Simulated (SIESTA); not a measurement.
**TiC under changes of volume**

One of the cells (10.361 Å³/atom); the others are scaled copies at fixed shape and fractional positions:

```xyz
2
Lattice="0.0000 2.1801 2.1801 2.1801 0.0000 2.1801 2.1801 2.1801 0.0000" Properties=species:S:1:pos:R:3 pbc="T T T"
Ti    0.0000    0.0000    0.0000
C     2.1801    2.1801    2.1801
```

The cell is a database's computed one.

```yaml
Program: SIESTA 5.4.2
Functional: PBE
Potentials_or_basis: PseudoDojo 0.4 standard (PBE files)
Basis: DZP (energy shift 0.003 Ry; two zetas on semicore shells)
Grid_cutoff: 800 Ry
Energy_shift: 0.003 Ry
k_mesh: 11 × 11 × 11
Occupations: fermi-dirac, width 0.05 eV
Spin: no spin polarisation
```

```tsv
volume (Å³/atom)	energy over the lowest point (meV/atom)	pressure (GPa)
9.548	35.98	19.3
9.752	?	?
9.955	3.52	6.7
10.361	0.00	-3.6
10.564	7.40	-8.0
10.767	20.10	-11.9
```

Problem. What does the run at 9.752 Å³/atom give?

Solution. Energy over the lowest point 15.73 meV/atom; pressure 12.6 GPa.

Worked out: A Birch-Murnaghan fit of order 3 (a polynomial in V^(-2/3)) to the other rows has its minimum at 10.21 Å³/atom with B0 = V·E''(V) = 251 GPa and B' = 4.0. It gives 15.71 meV/atom at 9.752 Å³/atom, against the run's 15.73, and -dE/dV = 12.7 GPa, against 12.6.

Energies are extrapolated to zero smearing.

Caveats: the basis of atomic orbitals isn't converged, which shifts pressures, moduli and gaps.
